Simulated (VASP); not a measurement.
## CsSnI3: Cs into a neighbouring Cs vacancy

Aim: the barrier for one hop in CsSnI3: Cs into a neighbouring Cs vacancy. The start is a cell from a database of measured crystal structures.

Calculated with VASP 6.6.1; PBE; plane waves and PAW (Cs_sv, I, Sn).

The database entry behind the starting cell lists a temperature of 500 K, so it need not match the best structure at ambient conditions.

## 1. The host crystal

The structure is cubic, space group Pm-3m (No. 221). Conventional cell: a = 6.206 Å, b = 6.206 Å, c = 6.206 Å, α = 90.00°, β = 90.00°, γ = 90.00°. Nearest to Cs lie 12 I at 4.39 Å. Nearest to I lie 2 Sn at 3.10 Å and 4 Cs at 4.39 Å. Sn has 6 I at 3.10 Å nearest. Farther neighbours and most contacts between anions are not listed.

Structure file:

```cif
data_structure
_symmetry_space_group_name_H-M 'P 1'
_symmetry_Int_Tables_number 1
_cell_length_a 6.2057
_cell_length_b 6.2057
_cell_length_c 6.2057
_cell_angle_alpha 90.000
_cell_angle_beta 90.000
_cell_angle_gamma 90.000
_cell_volume 238.99
loop_
_atom_site_label
_atom_site_type_symbol
_atom_site_fract_x
_atom_site_fract_y
_atom_site_fract_z
_atom_site_occupancy
Cs1 Cs 0.00000 0.00000 0.00000 1
I2 I 0.50000 0.50000 0.00000 1
I3 I 0.50000 0.00000 0.50000 1
I4 I 0.00000 0.50000 0.50000 1
Sn5 Sn 0.50000 0.50000 0.50000 1
```

## 2. Relax the host

First cell and atoms are relaxed at a raised cutoff, so that later runs start from this functional's own cell.

INCAR reads:

```
SYSTEM = CsSnI3
PREC = Accurate
ENCUT = 350
EDIFF = 1E-06
NELM = 120
ISMEAR = 0
SIGMA = 0.1
LREAL = .FALSE.
ALGO = Normal
GGA = PE
NBANDS = 23
LORBIT = 11
LWAVE = .FALSE.
LCHARG = .FALSE.
KPAR = 3
LASPH = .TRUE.
IBRION = 2
NSW = 40
ISIF = 3
EDIFFG = -0.02
POTIM = 0.4
```

POSCAR reads:

```
CsSnI3
1.0
    6.2057000000      0.0000000000      0.0000000000
    0.0000000000      6.2057000000      0.0000000000
    0.0000000000      0.0000000000      6.2057000000
Cs I Sn
1 3 1
Direct
    0.0000000000      0.0000000000      0.0000000000
    0.5000000000      0.5000000000      0.0000000000
    0.5000000000      0.0000000000      0.5000000000
    0.0000000000      0.5000000000      0.5000000000
    0.5000000000      0.5000000000      0.5000000000
```

KPOINTS reads:

```
Automatic mesh
0
Gamma
3 3 3
0 0 0
```

The projector-augmented-wave data sets are Cs_sv, I and Sn (PBE family, release 64).

On the command line:

```bash
$ mpirun -np 3 vasp_std
```

Output:

```text
[banner, memory and clock lines left out]
running    3 mpi-ranks, on    1 nodes
 distrk:  each k-point on    1 cores,    3 groups
 distr:  one band on    1 cores,    1 groups

 POSCAR found type information on POSCAR CsI Sn
 POSCAR found :  3 types and       5 ions
 LDA part: xc-table for (Slater+PW92), standard interpolation
 POSCAR, INCAR and KPOINTS ok, starting setup
 FFT: planning ... GRIDC
 FFT: planning ... GRID_SOFT
 FFT: planning ... GRID
 WAVECAR not read
 entering main loop
       N       E                     dE             d eps       ncg     rms          rms(c)
DAV:   1     0.170918467433E+03    0.17092E+03   -0.10076E+04   184   0.872E+02
DAV:   2     0.170313226273E+01   -0.16922E+03   -0.16497E+03   250   0.160E+02
DAV:   3    -0.141143200368E+02   -0.15817E+02   -0.15787E+02   240   0.568E+01
DAV:   4    -0.144432627830E+02   -0.32894E+00   -0.32888E+00   251   0.977E+00
DAV:   5    -0.144461279150E+02   -0.28651E-02   -0.28648E-02   233   0.954E-01    0.451E+00
DAV:   6    -0.142354208873E+02    0.21071E+00   -0.35091E-01   212   0.213E+00    0.291E+00
DAV:   7    -0.142157379800E+02    0.19683E-01   -0.24137E-01   226   0.183E+00    0.957E-01
DAV:   8    -0.142187003954E+02   -0.29624E-02   -0.29894E-02   219   0.745E-01    0.192E-01
DAV:   9    -0.142187836161E+02   -0.83221E-04   -0.21502E-03   233   0.217E-01    0.598E-02
DAV:  10    -0.142189491390E+02   -0.16552E-03   -0.31156E-04   227   0.871E-02    0.315E-02
DAV:  11    -0.142190051223E+02   -0.55983E-04   -0.22885E-04   219   0.765E-02    0.288E-02
DAV:  12    -0.142190044422E+02    0.68014E-06   -0.15475E-05   233   0.182E-02    0.201E-02
DAV:  13    -0.142190032610E+02    0.11812E-05   -0.19647E-06   193   0.585E-03    0.596E-03
DAV:  14    -0.142190031905E+02    0.70443E-07   -0.11412E-06   148   0.397E-03
   1 F= -.14219003E+02 E0= -.14219003E+02  d E =-.142190E+02
 curvature:   0.00 expect dE= 0.000E+00 dE for cont linesearch  0.000E+00
 trial: gam= 0.00000 g(F)=  0.000E+00 g(S)=  0.227E-02 ort = 0.000E+00 (trialstep = 0.100E+01)
 search vector abs. value=  0.227E-02
 bond charge predicted
       N       E                     dE             d eps       ncg     rms          rms(c)
DAV:   1    -0.142290515844E+02   -0.10048E-01   -0.16075E-01   219   0.161E+00    0.436E-01
DAV:   2    -0.142223771446E+02    0.66744E-02   -0.10945E-02   198   0.446E-01    0.188E-01
DAV:   3    -0.142206968708E+02    0.16803E-02   -0.54833E-03   184   0.281E-01    0.107E-01
DAV:   4    -0.142206469985E+02    0.49872E-04   -0.10852E-04   222   0.555E-02    0.103E-01
DAV:   5    -0.142206065035E+02    0.40495E-04   -0.12877E-04   205   0.490E-02    0.119E-02
DAV:   6    -0.142206059202E+02    0.58326E-06   -0.11287E-05   212   0.146E-02    0.543E-03
DAV:   7    -0.142206053633E+02    0.55691E-06   -0.17627E-06   164   0.610E-03
   2 F= -.14220605E+02 E0= -.14220605E+02  d E =-.160217E-02
 trial-energy change:   -0.001602  1 .order   -0.001590   -0.002272   -0.000909
 step:   1.6155(harm=  1.6673)  dis= 0.00000  next Energy=   -14.220888 (dE=-0.188E-02)
 bond charge predicted
       N       E                     dE             d eps       ncg     rms          rms(c)
DAV:   1    -0.142241389257E+02   -0.35330E-02   -0.60948E-02   219   0.993E-01    0.269E-01
DAV:   2    -0.142216136874E+02    0.25252E-02   -0.41428E-03   198   0.274E-01    0.116E-01
DAV:   3    -0.142209767198E+02    0.63697E-03   -0.20781E-03   184   0.173E-01    0.655E-02
DAV:   4    -0.142209569076E+02    0.19812E-04   -0.41093E-05   222   0.342E-02    0.631E-02
DAV:   5    -0.142209404844E+02    0.16423E-04   -0.49254E-05   205   0.303E-02    0.723E-03
DAV:   6    -0.142209399913E+02    0.49315E-06   -0.42980E-06   204   0.902E-03
   3 F= -.14220940E+02 E0= -.14220940E+02  d E =-.193680E-02
 curvature:  -0.83 expect dE=-0.128E-04 dE for cont linesearch -0.128E-04
 trial: gam=-0.07553 g(F)=  0.640E-66 g(S)=  0.154E-04 ort = 0.187E-03 (trialstep = 0.112E+01)
 search vector abs. value=  0.104E-06
 reached required accuracy - stopping structural energy minimisation
```

Elapsed: 47 s, on 3 MPI ranks of AMD EPYC 7R43, shared host; peak memory 0.63 GiB; 2.3 min of CPU time.

The logs omit lines about the potential files and the build; timing stands in the text.

From OUTCAR (step 2):

```text
ion  position               nearest neighbor table
   1  0.000  0.000  0.000-
   2  0.500  0.500  0.000-   5 3.10   5 3.10
   3  0.500  0.000  0.500-   5 3.10   5 3.10
   4  0.000  0.500  0.500-   5 3.10   5 3.10
   5  0.500  0.500  0.500-   2 3.10   3 3.10   4 3.10   2 3.10   3 3.10   4 3.10

  LATTYP: Found a simple cubic cell.
 ALAT       =     6.2057000000

 Subroutine GETGRP returns: Found 48 space group operations
 (whereof 48 operations were pure point group operations)

The static configuration has the point symmetry O_h .

 Found      4 irreducible k-points:

   k-points           NKPTS =      4   k-points in BZ     NKDIM =      4   number of bands    NBANDS=     23

   dimension x,y,z NGX =    40 NGY =   40 NGZ =   40
   dimension x,y,z NGXF=    80 NGYF=   80 NGZF=   80

   ENCUT  =  350.0 eV  25.72 Ry    5.07 a.u.   9.47  9.47  9.47*2*pi/ulx,y,z

   NELECT =      34.0000    total number of electrons

 k-points in reciprocal lattice and weights: Automatic mesh
   0.00000000  0.00000000  0.00000000       0.037
   0.33333333  0.00000000  0.00000000       0.222
   0.33333333  0.33333333  0.00000000       0.444
   0.33333333  0.33333333  0.33333333       0.296

 average (electrostatic) potential at core
       1 -49.6117       2 -93.6743       3 -93.6743       4 -93.6743       5 -47.5704

 E-fermi :   1.4418

 k-point     1 :       0.0000    0.0000    0.0000
  band No.  band energies     occupation
    ...
     13       0.1538      2.00000
     14       0.1538      2.00000
     15       0.3075      2.00000
     16       0.3075      2.00000
     17       0.3075      2.00000
     18       4.6626      0.00000
     19       5.6087      0.00000
     20       5.6087      0.00000
     21       5.9523      0.00000
     22       5.9523      0.00000
    ...

 k-point     2 :       0.3333    0.0000    0.0000
  band No.  band energies     occupation
    ...
     13      -0.0158      2.00000
     14       0.0339      2.00000
     15       0.2102      2.00000
     16       0.2102      2.00000
     17       0.4640      2.00000
     18       4.5393      0.00000
     19       5.6287      0.00000
     20       6.1611      0.00000
     21       6.3141      0.00000
     22       6.3818      0.00000
    ...

 k-point     3 :       0.3333    0.3333    0.0000
  band No.  band energies     occupation
    ...
     13      -0.0791      2.00000
     14      -0.0170      2.00000
     15       0.1202      2.00000
     16       0.5463      2.00000
     17       0.7876      2.00000
     18       4.2552      0.00000
     19       4.4611      0.00000
     20       6.1786      0.00000
     21       6.4676      0.00000
     22       6.5921      0.00000
    ...

  Total        0.0257781      0.0257781      0.0257781     -0.0000000     -0.0000000      0.0000000
  in kB        0.1708086      0.1708086      0.1708086     -0.0000000     -0.0000000      0.0000000
  external PRESSURE =       0.1708086 kB  Pullay stress =       0.0000000 kB

  energy-cutoff  :      350.00
  volume of cell :      241.80
      direct lattice vectors                 reciprocal lattice vectors
     6.229936619  0.000000000 -0.000000000     0.160515277 -0.000000000 -0.000000000
     0.000000000  6.229936619  0.000000000    -0.000000000  0.160515277 -0.000000000
     0.000000000  0.000000000  6.229936619     0.000000000 -0.000000000  0.160515277

 POSITION                                       TOTAL-FORCE (eV/Angst)
 -----------------------------------------------------------------------------------
      0.00000      0.00000      0.00000        -0.000000     -0.000000      0.000000
      3.11497      3.11497     -0.00000         0.000000     -0.000000      0.000000
      3.11497      0.00000      3.11497         0.000000      0.000000      0.000000
      0.00000      3.11497      3.11497        -0.000000      0.000000      0.000000
      3.11497      3.11497      3.11497        -0.000000     -0.000000      0.000000
 -----------------------------------------------------------------------------------
    total drift:                                0.000000     -0.000000     -0.000000

  FREE ENERGIE OF THE ION-ELECTRON SYSTEM (eV)
  ---------------------------------------------------
  free  energy   TOTEN  =       -14.2209399913 eV

  energy  without entropy=      -14.2209399913  energy(sigma->0) =      -14.22093999

 reached required accuracy - stopping structural energy minimisation

 total charge
# of ion       s       p       d       tot
------------------------------------------
    1        1.840   4.713   0.011   6.564
    2        1.511   2.779   0.012   4.302
    3        1.511   2.779   0.012   4.302
    4        1.511   2.779   0.012   4.302
    5        1.623   0.975   0.112   2.710
--------------------------------------------------
tot          7.996  14.025   0.159  22.180

[... 1 further part left out ...]
```

The gap is read on the k-mesh alone, so it is an upper bound where the band edges lie off the mesh. The data set Sn keeps the semicore shell frozen, which is cheaper and a little less accurate. The run keeps the 48 symmetry operations of its start, so it cannot find a distortion of lower symmetry.

Step by step:

```tsv
step	energy less that of the first step (eV)	largest force (eV/Å)	pressure (GPa)	volume (Å³)
1	0.0000	0.0000	0.21	238.99
2	-0.0016	0.0000	0.08	240.72
3	-0.0019	0.0000	0.02	241.80
```

```tsv
conventional cell, symmetrised	before	after	change
a (Å)	6.206	6.230	+0.4 %
b (Å)	6.206	6.230	+0.4 %
c (Å)	6.206	6.230	+0.4 %
volume (Å³/atom)	47.80	48.36	+1.2 %
```

Final coordinates:

```cif
data_structure
_symmetry_space_group_name_H-M 'P 1'
_symmetry_Int_Tables_number 1
_cell_length_a 6.2299
_cell_length_b 6.2299
_cell_length_c 6.2299
_cell_angle_alpha 90.000
_cell_angle_beta 90.000
_cell_angle_gamma 90.000
_cell_volume 241.80
loop_
_atom_site_label
_atom_site_type_symbol
_atom_site_fract_x
_atom_site_fract_y
_atom_site_fract_z
_atom_site_occupancy
Cs1 Cs 0.00000 0.00000 0.00000 1
I2 I 0.50000 0.50000 0.00000 1
I3 I 0.50000 0.00000 0.50000 1
I4 I 0.00000 0.50000 0.50000 1
Sn5 Sn 0.50000 0.50000 0.50000 1
```

A gap read on the k-mesh alone can miss the band edges.

Numbers from this step:

| Quantity | Value |
| --- | --- |
| electronic cycles | 27 |
| electrons | 34 |
| free energy (TOTEN) | -14.22 eV |
| Fermi energy | 1.442 eV |
| labelled metallic, from the levels on this mesh | no |
| gap on the k-mesh | 3.079 eV |
| least direct gap on the k-mesh | 3.079 eV |

The run ended after 3 ionic steps, 0.002 eV below its first step, once forces and stress met EDIFFG = -0.02.

[end of part 1 of 4]

[Lines on the potential files, build, host, timing and source positions are cut from VASP's logs without a mark.]

[Logs are printed without paths, hosts, clocks, repeated set-up lines and the standing remarks that a program may print on its own settings, such as how far it seeks lower states.]

[Hosts, paths, dates, database ids (printed as entryN), source tags and the programs' standing remarks are cut or masked in the printed files.]

[Runs that stopped without an error message from VASP are left out.]
